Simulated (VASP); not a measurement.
SrCl2: single point with r2SCAN

Crystal: SrCl2.

```xyz
3
Lattice="0.0000 3.4855 3.4855 3.4855 0.0000 3.4855 3.4855 3.4855 0.0000" Properties=species:S:1:pos:R:3 pbc="T T T"
Sr    0.0000    0.0000    0.0000
Cl    1.7428    1.7428    1.7428
Cl    5.2283    5.2283    5.2283
```

```
Program             : VASP 6.6.1
Task                : single point
Functional          : r2SCAN
Potentials or basis : VASP PAW PBE potentials, release 64 (Sr_sv, Cl)
Cutoff              : 520 eV
k mesh              : 4 × 4 × 4
Occupations         : gaussian, width 0.1 eV
Spin                : no spin polarisation
```

- Pressure: 0.4 GPa
- Band gap on the k mesh: 5.98 eV, indirect (least direct gap 5.99 eV)

Levels at points of the mesh, in eV from the valence-band top:
| k point | band 8 | band 9 | band 10 | band 11 | band 12 | band 13 | band 14 | band 15 | band 16 | band 17 |
| --- | --- | --- | --- | --- | --- | --- | --- | --- | --- | --- |
| (0.00, 0.00, 0.00) | -2.16 | -2.16 | -0.35 | -0.35 | -0.35 | 5.98 | 6.69 | 6.69 | 9.63 | 9.63 |
| (0.50, 0.00, 0.00) | -1.58 | -1.49 | -1.35 | -1.07 | -1.07 | 7.29 | 7.29 | 8.23 | 8.26 | 9.36 |
| (0.50, 0.50, 0.00) | -1.93 | -1.93 | -0.40 | -0.40 | 0.00 | 5.99 | 7.79 | 8.22 | 8.72 | 8.72 |

Run time: 46 s on 1 thread of Intel(R) Xeon(R) Platinum 8488C (Sapphire Rapids), on a shared host, peak memory 0.25 GiB.

Caveat: the PAW data sets were made with another functional, which shifts forces and pressure a little. r2SCAN opens gaps a little over a GGA but as a rule still falls short of measured ones.
